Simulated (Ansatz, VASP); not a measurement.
## Two plane-wave programs on CuO

The input INCAR:

```
ALGO = Normal
EDIFF = 1E-7
ENCUT = 520
GGA = PE
ISIF = 2
ISMEAR = -1
LASPH = True
LCHARG = False
LREAL = False
LWAVE = False
NBANDS = 25
NELM = 100
PREC = Accurate
SIGMA = 0.05
```

The input KPOINTS:

```
k-points
0
Gamma
  9 9 5
```

The input POSCAR:

```
CuO
1.0
    2.0171679519     -2.1818894341      0.0000000000
    2.0171679519      2.1818894341      0.0000000000
    0.0000000000      0.0000000000      5.2237769386
Cu O
2 2
Direct
    0.5000000000      0.0000000000      0.0000000000
    0.0000000000      0.5000000000      0.5000000000
    0.5000000000      0.5000000000      0.2500000000
    0.5000000000      0.5000000000      0.7500000000
```

The input input.yaml:

```yaml
crystal:
  lattice:
    - [2.0171679519, -2.1818894341, 0.0]
    - [2.0171679519, 2.1818894341, 0.0]
    - [0.0, 0.0, 5.2237769386]
  atoms:
    - { symbol: Cu, position: [0.5, 0.0, 0.0] }
    - { symbol: Cu, position: [0.0, 0.5, 0.5] }
    - { symbol: O, position: [0.5, 0.5, 0.25] }
    - { symbol: O, position: [0.5, 0.5, 0.75] }
hamiltonian:
  xc: pbe
  pseudopotentials: { kind: paw }
kpoints:
  mp_grid: { grid: [9, 9, 5] }
scf:
  occupations: { method: fermi_dirac, width: 0.05 }
output:
  forces: true
  stress: true
  eigenvalues: true
  write_density: true
  write_potential: true
  elf: true
  volumetric_format: npy
```

Change from the starting cell: volume scaled by 1.04.

Alike in both runs: task single point; functional PBE; k mesh 9 × 9 × 5; occupations fermi-dirac, width 0.05 eV; no spin polarisation.

|  | VASP | Ansatz |
| --- | --- | --- |
| version | VASP 6.6.1 | Ansatz 0.2.0 |
| potentials or method | VASP PAW PBE potentials, release 64 (Cu, O) | Ansatz PAW |
| plane-wave cutoff (eV) | 520 | 420 |
| valence electrons in the cell | 34 | 50 |

Ansatz gave:

| Quantity | Value |
| --- | --- |
| gap on the k mesh at the Fermi level (eV) | none |
| pressure (GPa) | -4.2 |
| largest component of the traceless stress (GPa) | 1.72 |

Problem. Estimate VASP's values.

Solution. gap on the k mesh at the Fermi level (eV): none; pressure (GPa): -3.7; largest component of the traceless stress (GPa): 1.48.

A gap of «none» marks a metal or a gap that the smearing closes. The two sets of potentials don't hold the same shells in valence.

Caveats: the run has no spin polarisation, though such a crystal can be magnetic; semilocal functionals often make such compounds metallic where correlation or magnetic order opens a gap, which also shifts bond lengths; the pressure holds a Pulay correction of +0.6 GPa for the finite cutoff (Ansatz).
